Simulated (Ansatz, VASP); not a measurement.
# One calculation of Ge, two programs

File INCAR:

```
SYSTEM = Ge
PREC = Accurate
ENCUT = 520
EDIFF = 1E-6
ISMEAR = -1
SIGMA = 0.05
LREAL = .False.
LASPH = .True.
NELM = 100
ALGO = Fast
ISIF = 2
LWAVE = .False.
LCHARG = .False.
MAGMOM = 0 0 0 0 0 0 0 0 0 0 0 0
LORBIT = 11
LSORBIT = .True.
GGA_COMPAT = .False.
GGA = PS
```

File KPOINTS:

```
regular mesh
0
Gamma
  5 5 5
  0 0 0
```

Contents of POSCAR:

```
Ge
1.0
    0.0000000000      2.8857400000      5.1156650000
    2.6304970000      0.0000000000      5.1156650000
    2.6304970000      2.8857400000      0.0000000000
Ge
4
Direct
    0.7264900000      0.2735100000      0.7264900000
    0.2735100000      0.7264900000      0.2735100000
    0.2181330000      0.2181330000      0.7818670000
    0.7818670000      0.7818670000      0.2181330000
```

The input KPOINTS_OPT:

```
path GYCDXGZD1HC,C1Z,XH1,HY,LG
10
line-mode
reciprocal
 0.0000000000  0.0000000000  0.0000000000  G
 0.5000000000  0.0000000000  0.5000000000  Y

 0.5000000000  0.0000000000  0.5000000000  Y
 0.5000000000  0.1083705569  0.6083705569  C

 0.5000000000  0.1083705569  0.6083705569  C
 0.0286819066  0.5000000000  0.5286819066  D

 0.0286819066  0.5000000000  0.5286819066  D
 0.0000000000  0.5000000000  0.5000000000  X

 0.0000000000  0.5000000000  0.5000000000  X
 0.0000000000  0.0000000000  0.0000000000  G

 0.0000000000  0.0000000000  0.0000000000  G
 0.5000000000  0.5000000000  0.0000000000  Z

 0.5000000000  0.5000000000  0.0000000000  Z
 0.9713180934  0.5000000000  0.4713180934  D1

 0.9713180934  0.5000000000  0.4713180934  D1
 0.9098640972  0.4098640972  0.5000000000  H

 0.9098640972  0.4098640972  0.5000000000  H
 0.5000000000  0.1083705569  0.6083705569  C

 0.5000000000  0.8916294431  0.3916294431  C1
 0.5000000000  0.5000000000  0.0000000000  Z

 0.0000000000  0.5000000000  0.5000000000  X
 0.0901359028  0.5901359028  0.5000000000  H1

 0.9098640972  0.4098640972  0.5000000000  H
 0.5000000000  0.0000000000  0.5000000000  Y

 0.5000000000  0.5000000000  0.5000000000  L
 0.0000000000  0.0000000000  0.0000000000  G
```

The input input.yaml:

```yaml
crystal:
  lattice:
    - [0.0, 2.88574, 5.115665]
    - [2.630497, 0.0, 5.115665]
    - [2.630497, 2.88574, 0.0]
  atoms:
    - { symbol: Ge, position: [0.72649, 0.27351, 0.72649] }
    - { symbol: Ge, position: [0.27351, 0.72649, 0.27351] }
    - { symbol: Ge, position: [0.218133, 0.218133, 0.781867] }
    - { symbol: Ge, position: [0.781867, 0.781867, 0.218133] }
hamiltonian:
  xc: pbesol
  pseudopotentials: { kind: paw_fr }
magnetization:
  noncollinear: true
  spin_orbit: true
kpoints:
  mp_grid: { grid: [5, 5, 5] }
  band_path:
    path:
      - [[0.0, 0.0, 0.0], [0.5, 0.0, 0.5], [0.5, 0.1083705569, 0.6083705569], [0.0286819066, 0.5, 0.5286819066], [0.0, 0.5, 0.5], [0.0, 0.0, 0.0], [0.5, 0.5, 0.0], [0.9713180934, 0.5, 0.4713180934], [0.9098640972, 0.4098640972, 0.5], [0.5, 0.1083705569, 0.6083705569]]
      - [[0.5, 0.8916294431, 0.3916294431], [0.5, 0.5, 0.0]]
      - [[0.0, 0.5, 0.5], [0.0901359028, 0.5901359028, 0.5]]
      - [[0.9098640972, 0.4098640972, 0.5], [0.5, 0.0, 0.5]]
      - [[0.5, 0.5, 0.5], [0.0, 0.0, 0.0]]
    npoints: 14
scf:
  occupations: { method: fermi_dirac, width: 0.05 }
  n_extra_bands: 10
output:
  forces: true
  stress: true
  eigenvalues: true
  fatbands: false
```

This isn't the form of Ge at room conditions, which is diamond.

Alike in both runs: task band structure; functional PBEsol; k mesh 5 × 5 × 5; occupations fermi-dirac, width 0.05 eV; spin-orbit coupling, no magnetisation.

|  | VASP | Ansatz |
| --- | --- | --- |
| version | VASP 6.6.1 | Ansatz 0.2.0 |
| potentials or method | VASP PAW PBE potentials, release 64 (Ge_d) | Ansatz PAW |
| plane-wave cutoff (eV) | 520 | 420 |
| valence electrons in the cell | 56 | 56 |

|  | VASP | Ansatz | Ansatz less VASP |
| --- | --- | --- | --- |
| gap on the k mesh at the Fermi level (eV) | none | none | - |
| pressure (GPa) | -3.6 | -3.7 | -0.16 |
| largest component of the traceless stress (GPa) | 0.24 | 0.26 | +0.013 |
| rms of the force components (eV/Å) | 0.038 | 0.037 | -0.0008 |

Atom by atom the forces differ by 0.001 eV/Å (rms over components). A gap of «none» marks a metal or a gap that the smearing closes.

Caveats: the PAW data sets were made with another functional, which shifts forces and pressure a little (VASP); the PAW data sets come from PBE, with cores solved anew for the run's functional, which leaves a small shift of forces and pressure (Ansatz).
